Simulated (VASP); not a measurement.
# CaF2 (e600) (Fm-3m) in VASP: single point with PBEsol

Aim: the single point of CaF2 (e600) with PBEsol.

Program: VASP 6.6.1. These are calculated values, not measurements. Logs are shortened: lines on timing, memory, paths and dates and some standing lists are left out, and cuts for length are marked.

## Step 1: The crystal as given

It takes space group Fm-3m (No. 225, cubic). Conventional cell: a = 5.421 Å, b = 5.421 Å, c = 5.421 Å, α = 90.00°, β = 90.00°, γ = 90.00°. Around Ca (site symmetry m-3m) lie 8 F at 2.35 Å. F (site symmetry -43m) has 4 Ca at 2.35 Å as nearest neighbours.

## Step 2: Single point, PBEsol

Contents of INCAR:

```
SYSTEM = CaF2
ALGO = Normal ; EDIFF = 1E-6
ENCUT = 520 ; GGA = PS
ISIF = 2 ; ISMEAR = 0
LASPH = .TRUE. ; LCHARG = .FALSE.
LREAL = .FALSE. ; LWAVE = .FALSE.
NBANDS = 19 ; NELM = 100
PREC = Accurate ; SIGMA = 0.02
```

Contents of KPOINTS:

```
k-points
0
G
  8 8 8
  0 0 0
```

Contents of POSCAR:

```
CaF2
1.0
    0.0000000000      2.7103834723      2.7103834723
    2.7103834723      0.0000000000      2.7103834723
    2.7103834723      2.7103834723      0.0000000000
Ca F
1 2
Direct
    0.0000000000      0.0000000000      0.0000000000
    0.2500000000      0.2500000000      0.2500000000
    0.7500000000      0.7500000000      0.7500000000
```

Potentials or basis: VASP PAW PBE potentials, release 64 (Ca_sv, F).

Launch:

```
cat potpaw_PBE.64/Ca_sv/POTCAR potpaw_PBE.64/F/POTCAR > POTCAR
mpirun -np 1 vasp_std > vasp.out
```

OUTCAR:

```text
SYSTEM = CaF2
   EDIFF = 1E-6
   ENCUT = 520
   GGA = PS
   ISIF = 2
   ISMEAR = 0
   LASPH = .TRUE.
   LREAL = .FALSE.
   NELM = 100
   PREC = Accurate

 ion  position               nearest neighbor table
   1  0.000  0.000  0.000-   3 2.35   3 2.35   3 2.35   2 2.35   3 2.35   2 2.35   2 2.35   2 2.35

   2  0.250  0.250  0.250-   1 2.35   1 2.35   1 2.35   1 2.35
   3  0.750  0.750  0.750-   1 2.35   1 2.35   1 2.35   1 2.35

  LATTYP: Found a face centered cubic cell.
 ALAT       =     5.4207669446

  Lattice vectors:

 A1 = (   0.0000000000,   2.7103834723,   2.7103834723)
 A2 = (   2.7103834723,   0.0000000000,   2.7103834723)
 A3 = (   2.7103834723,   2.7103834723,   0.0000000000)

Analysis of symmetry for initial positions (statically):
=====================================================================
 Subroutine PRICEL returns:
 Original cell was already a primitive cell.

 Routine SETGRP: Setting up the symmetry group for a
 face centered cubic supercell.

 Subroutine GETGRP returns: Found 48 space group operations
 (whereof 48 operations were pure point group operations)
 out of a pool of 48 trial point group operations.

The static configuration has the point symmetry O_h .

Analysis of symmetry for dynamics (positions and initial velocities):
=====================================================================
 Subroutine PRICEL returns:
 Original cell was already a primitive cell.

 Routine SETGRP: Setting up the symmetry group for a
 face centered cubic supercell.

 Subroutine GETGRP returns: Found 48 space group operations
 (whereof 48 operations were pure point group operations)
 out of a pool of 48 trial point group operations.

The dynamic configuration has the point symmetry O_h .

 Subroutine INISYM returns: Found 48 space group operations
 (whereof 48 operations are pure point group operations),
 and found     1 'primitive' translations

----------------------------------------------------------------------------------------

                                     Primitive cell

  volume of cell :      39.8219

  direct lattice vectors                    reciprocal lattice vectors
     0.000000000  2.710383472  2.710383472    -0.184475741  0.184475741  0.184475741
     2.710383472  0.000000000  2.710383472     0.184475741 -0.184475741  0.184475741
     2.710383472  2.710383472  0.000000000     0.184475741  0.184475741 -0.184475741

  length of vectors
     3.833061066  3.833061066  3.833061066     0.319521357  0.319521357  0.319521357

  position of ions in fractional coordinates (direct lattice)
     0.000000000  0.000000000  0.000000000
     0.250000000  0.250000000  0.250000000
     0.750000000  0.750000000  0.750000000

  ion indices of the primitive-cell ions
   primitive index   ion index
                 1           1
                 2           2
                 3           3

----------------------------------------------------------------------------------------

 KPOINTS: k-points

Automatic generation of k-mesh.
 Grid dimensions read from file:
 generate k-points for:    8    8    8

 Generating k-lattice:

  Cartesian coordinates                     Fractional coordinates (reciprocal lattice)
    -0.023059468  0.023059468  0.023059468     0.125000000  0.000000000  0.000000000
     0.023059468 -0.023059468  0.023059468     0.000000000  0.125000000  0.000000000
     0.023059468  0.023059468 -0.023059468     0.000000000  0.000000000  0.125000000

  Length of vectors
     0.039940170  0.039940170  0.039940170

  Shift w.r.t. Gamma in fractional coordinates (k-lattice)
     0.000000000  0.000000000  0.000000000

 Subroutine IBZKPT returns following result:
 ===========================================

 Found     29 irreducible k-points:

 Following reciprocal coordinates:
            Coordinates               Weight
  0.000000  0.000000  0.000000      1.000000
  0.125000  0.000000  0.000000      8.000000
  0.250000  0.000000  0.000000      8.000000
  0.375000  0.000000  0.000000      8.000000
  0.500000  0.000000  0.000000      4.000000
  0.125000  0.125000  0.000000      6.000000
[... 16 lines left out ...]
  0.500000  0.250000  0.125000     48.000000
 -0.375000  0.250000  0.125000     24.000000
 [... further k-points ...]
   k-points           NKPTS =     29   k-points in BZ     NKDIM =     29   number of bands    NBANDS=     19
   number of dos      NEDOS =    301   number of ions     NIONS =      3
   total plane-waves  NPLWV =  27000
   dimension x,y,z NGX =    30 NGY =   30 NGZ =   30
   dimension x,y,z NGXF=    60 NGYF=   60 NGZF=   60
   ions per type =               1   2
   NGX,Y,Z   is equivalent  to a cutoff of  13.01, 13.01, 13.01 a.u.
   NGXF,Y,Z  is equivalent  to a cutoff of  26.02, 26.02, 26.02 a.u.
 SYSTEM =  CaF2
   PREC   = accura    normal or accurate (medium, high low for compatibility)
   ISTART =      0    job   : 0-new  1-cont  2-samecut
   ICHARG =      2    charge: 1-file 2-atom 10-const
   ISPIN  =      1    spin polarized calculation?
   LNONCOLLINEAR =      F non collinear calculations
   LSORBIT =      F    spin-orbit coupling
   LASPH  =      T    aspherical Exc in radial PAW
   ENCUT  =  520.0 eV  38.22 Ry    6.18 a.u.   7.13  7.13  7.13*2*pi/ulx,y,z
   NELM   =    100;   NELMIN=  2; NELMDL= -5     # of ELM steps
   EDIFF  = 0.1E-05   stopping-criterion for ELM
   LREAL  =      F    real-space projection
   EDIFFG = 0.1E-04   stopping-criterion for IOM
   NSW    =      0    number of steps for IOM
   IBRION =     -1    ionic relax: 0-MD 1-quasi-New 2-CG
   NFREE  =      0    steps in history (QN), initial steepest desc. (CG)
   ISIF   =      2    stress and relaxation
   ISYM   =      2    0-nonsym 1-usesym 2-fastsym
   POTIM  = 0.5000    time-step for ionic-motion
   TEBEG  =    0.0;   TEEND  =   0.0 temperature during run
   PSTRESS=    0.0 pullay stress
   NELECT =      24.0000    total number of electrons
   NUPDOWN=      -1.0000    fix difference up-down
   EMIN   =  10.00;   EMAX   =-10.00  energy-range for DOS
   EFERMI =   0.00;   METHOD = LEGACY
   ISMEAR =     0;   SIGMA  =   0.02  broadening in eV -4-tet -1-fermi 0-gaus
   EFERMI_NEDOS =   21; number of points for ismear=-14 and -15
   IALGO  =     38    algorithm
   IMIX   =      4    mixing-type and parameters
     AMIX     =   0.40;   BMIX     =  1.00
     AMIX_MAG =   1.60;   BMIX_MAG =  1.00
  volume/ion in A,a.u.               =      13.27        89.58
  Fermi-wavevector in a.u.,A,eV,Ry     =   1.382838  2.613184 26.017602  1.912240
  Thomas-Fermi vector in A             =   2.507492
   LORBIT       =      0    0 simple, 1 ext, 2 COOP (PROOUT), +10 PAW based schemes
   GGA     = PS    functional components
   LHFCALC =     F    Hartree Fock is set to
   AEXX    =    0.0000 exact exchange contribution
   IVDW    =     0    specifies the selected vdW correction
   LEPSILON=     F    determine dielectric tensor
   LRPA    =     F    only Hartree local field effects (RPA)
 non-spin polarized calculation
 Gauss-broadening in eV      SIGMA  =   0.02
  energy-cutoff  :      520.00
  volume of cell :       39.82
 maximum number of plane-waves:      1090
 NGX is ok and might be reduce to    30
   NGX = 15   NGY = 15   NGZ = 15

 number of electron      23.9999982 magnetization

 Free energy of the ion-electron system (eV)
  ---------------------------------------------------
  ext. energy  EPLUGINS =         0.00000000
  ---------------------------------------------------
  free energy    TOTEN  =       -17.89991053 eV

  energy without entropy =      -17.89991053  energy(sigma->0) =      -17.89991053

 E-fermi :  -0.8377     XC(G=0): -10.0159

 val. band max:       -0.9608388967   @ k =   0.5000   0.5000   0.0000
 cond. band min:       6.2622062084   @ k =   0.0000   0.0000   0.0000
 fundamental gap:      7.2230451051
 Fermi energy:        -0.8377311757

 k-point     1 :       0.0000    0.0000    0.0000
  band No.  band energies     occupation
      1     -36.6650      2.00000
      2     -20.8397      2.00000
      3     -20.0150      2.00000
      4     -17.6893      2.00000
      5     -17.6893      2.00000
      6     -17.6893      2.00000
[... 11 lines left out ...]
     18      10.4430      0.00000
     19      15.9770      0.00000

 k-point     2 :       0.1250    0.0000    0.0000
  band No.  band energies     occupation
      1     -36.6592      2.00000
      2     -20.8828      2.00000
      3     -20.0573      2.00000
      4     -17.6965      2.00000
      5     -17.6965      2.00000
      6     -17.6165      2.00000
[... 11 lines left out ...]
     18      10.3995      0.00000
     19      15.2615      0.00000

 k-point     3 :       0.2500    0.0000    0.0000
  band No.  band energies     occupation
      1     -36.6452      2.00000
      2     -20.9557      2.00000
      3     -20.1957      2.00000
      4     -17.7135      2.00000
      5     -17.7135      2.00000
      6     -17.4322      2.00000
[... 11 lines left out ...]
     18      10.2950      0.00000
     19      13.9924      0.00000

 k-point     4 :       0.3750    0.0000    0.0000
  band No.  band energies     occupation
      1     -36.6311      2.00000
      2     -20.9837      2.00000
      3     -20.3795      2.00000
      4     -17.7304      2.00000
      5     -17.7304      2.00000
      6     -17.2407      2.00000
[... 11 lines left out ...]
     18      10.1911      0.00000
     19      13.0858      0.00000

 k-point     5 :       0.5000    0.0000    0.0000
  band No.  band energies     occupation
      1     -36.6253      2.00000
      2     -20.9769      2.00000
      3     -20.4733      2.00000
      4     -17.7374      2.00000
      5     -17.7374      2.00000
      6     -17.1602      2.00000
[... 11 lines left out ...]
     18      10.1485      0.00000
     19      12.8795      0.00000

 k-point     6 :       0.1250    0.1250    0.0000
  band No.  band energies     occupation
      1     -36.6573      2.00000
      2     -20.9007      2.00000
      3     -20.0644      2.00000
      4     -17.7071      2.00000
      5     -17.7071      2.00000
      6     -17.5789      2.00000
[... 11 lines left out ...]
     18      10.3713      0.00000
     19      15.6328      0.00000

 k-point     7 :       0.2500    0.1250    0.0000
  band No.  band energies     occupation
      1     -36.6460      2.00000
      2     -20.9666      2.00000
      3     -20.1643      2.00000
      4     -17.7266      2.00000
      5     -17.7027      2.00000
      6     -17.4468      2.00000
[... 11 lines left out ...]
     18      10.3229      0.00000
     19      14.6894      0.00000

 k-point     8 :       0.3750    0.1250    0.0000
  band No.  band energies     occupation
      1     -36.6319      2.00000
      2     -20.9942      2.00000
      3     -20.3552      2.00000
      4     -17.7436      2.00000
      5     -17.6752      2.00000
      6     -17.2940      2.00000
[... 256 lines left out ...]
 k-point    20 :      -0.3750    0.3750    0.0000
  band No.  band energies     occupation
      1     -36.6132      2.00000
      2     -21.0002      2.00000
      3     -20.6171      2.00000
      4     -17.7861      2.00000
      5     -17.5696      2.00000
      6     -17.1513      2.00000
[... 11 lines left out ...]
     18      13.1662      0.00000
     19      13.7786      0.00000

 k-point    21 :       0.5000    0.5000    0.0000
  band No.  band energies     occupation
      1     -36.6122      2.00000
      2     -21.1973      2.00000
      3     -20.3433      2.00000
      4     -17.8095      2.00000
      5     -17.8095      2.00000
      6     -16.9698      2.00000
[... 11 lines left out ...]
     18      12.3900      0.00000
     19      13.9556      0.00000

 k-point    22 :       0.3750    0.2500    0.1250
  band No.  band energies     occupation
      1     -36.6347      2.00000
      2     -21.0065      2.00000
      3     -20.2942      2.00000
      4     -17.7387      2.00000
      5     -17.6707      2.00000
      6     -17.3414      2.00000
[... 11 lines left out ...]
     18      10.4005      0.00000
     19      14.5123      0.00000

 k-point    23 :       0.5000    0.2500    0.1250
  band No.  band energies     occupation
      1     -36.6234      2.00000
      2     -20.9743      2.00000
      3     -20.5120      2.00000
      4     -17.7578      2.00000
      5     -17.5734      2.00000
      6     -17.2743      2.00000
[... 11 lines left out ...]
     18      11.0159      0.00000
     19      13.8649      0.00000

 k-point    24 :      -0.3750    0.2500    0.1250
  band No.  band energies     occupation
      1     -36.6187      2.00000
      2     -20.9043      2.00000
      3     -20.6610      2.00000
      4     -17.7664      2.00000
      5     -17.5234      2.00000
      6     -17.2521      2.00000
[... 11 lines left out ...]
     18      11.5931      0.00000
     19      13.3604      0.00000

 [... further k-points ...]

------------------------ aborting loop because EDIFF is reached ----------------------------------------

  FORCE on cell =-STRESS in cart. coord.  units (eV):
  Direction    XX          YY          ZZ          XY          YZ          ZX
  --------------------------------------------------------------------------------------
  -------------------------------------------------------------------------------------
  Total        0.0838583      0.0838583      0.0838583      0.0000000     -0.0000000     -0.0000000
  in kB        3.3739175      3.3739175      3.3739175      0.0000000     -0.0000000     -0.0000000
  external PRESSURE =       3.3739175 kB  Pullay stress =       0.0000000 kB

 VOLUME and BASIS-vectors are now :
 -----------------------------------------------------------------------------
  energy-cutoff  :      520.00
  volume of cell :       39.82
      direct lattice vectors                 reciprocal lattice vectors
     0.000000000  2.710383472  2.710383472    -0.184475741  0.184475741  0.184475741
     2.710383472  0.000000000  2.710383472     0.184475741 -0.184475741  0.184475741
     2.710383472  2.710383472  0.000000000     0.184475741  0.184475741 -0.184475741

 POSITION                                       TOTAL-FORCE (eV/Angst)
 -----------------------------------------------------------------------------------
      0.00000      0.00000      0.00000        -0.000000     -0.000000      0.000000
      1.35519      1.35519      1.35519        -0.000000     -0.000000      0.000000
      4.06558      4.06558      4.06558         0.000000      0.000000     -0.000000
 -----------------------------------------------------------------------------------
    total drift:                                0.000000     -0.000000      0.000000

  FREE ENERGIE OF THE ION-ELECTRON SYSTEM (eV)
  ---------------------------------------------------
  free  energy   TOTEN  =       -17.8999105335 eV

  energy  without entropy=      -17.8999105335  energy(sigma->0) =      -17.89991053
```

Wall time 11 s (1 thread of Intel Xeon 6975P-C (Granite Rapids), shared host); peak memory 0.17 GiB.

What came out:

```
Free energy            : -17.8999 eV
Pressure               : 0.3 GPa
Band gap on the k mesh : 7.22 eV, indirect (least direct gap 7.49 eV)
```

Caveat: the PAW data sets were made with another functional, which shifts forces and pressure a little.
